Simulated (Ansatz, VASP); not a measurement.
**Two plane-wave programs on PbSe (Clausthalite)**

```
Pb Se
1.0
     0.00000    3.06065    3.06065
     3.06065    0.00000    3.06065
     3.06065    3.06065    0.00000
Pb Se
1 1
Direct
  0.00000 0.00000 0.00000
  0.50000 0.50000 0.50000
```

Alike in both runs: task relaxation of cell and atoms; functional revPBE; k mesh 8 × 8 × 8; occupations fermi-dirac, width 0.05 eV; no spin polarisation.

```csv
,VASP,Ansatz
version,VASP 6.6.1,Ansatz 0.2.0
potentials or method,"VASP PAW PBE potentials, release 64 (Pb_d, Se)",Ansatz PAW
plane-wave cutoff (eV),600,420
valence electrons in the cell,20,30
```

```tsv
	VASP	Ansatz	Ansatz less VASP
relaxed volume (Å³/atom)	30.86	30.86	+0.007
relaxed cell length with the largest relative difference (Å)	4.436	4.436	+0.0003
energy change over the relaxation (meV/atom)	-24	-24	0.0
```

The two sets of potentials don't hold the same shells in valence.

Caveats: the PAW data sets were made with another functional, which shifts forces and pressure a little (VASP); the plane-wave basis is chosen anew once the cell has moved, so the energies of steps on either side of that aren't comparable (Ansatz); the PAW data sets come from PBE, with cores solved anew for the run's functional, which leaves a small shift of forces and pressure (Ansatz). Zero-point motion and thermal expansion aren't in these numbers. A k mesh can miss the band edges.
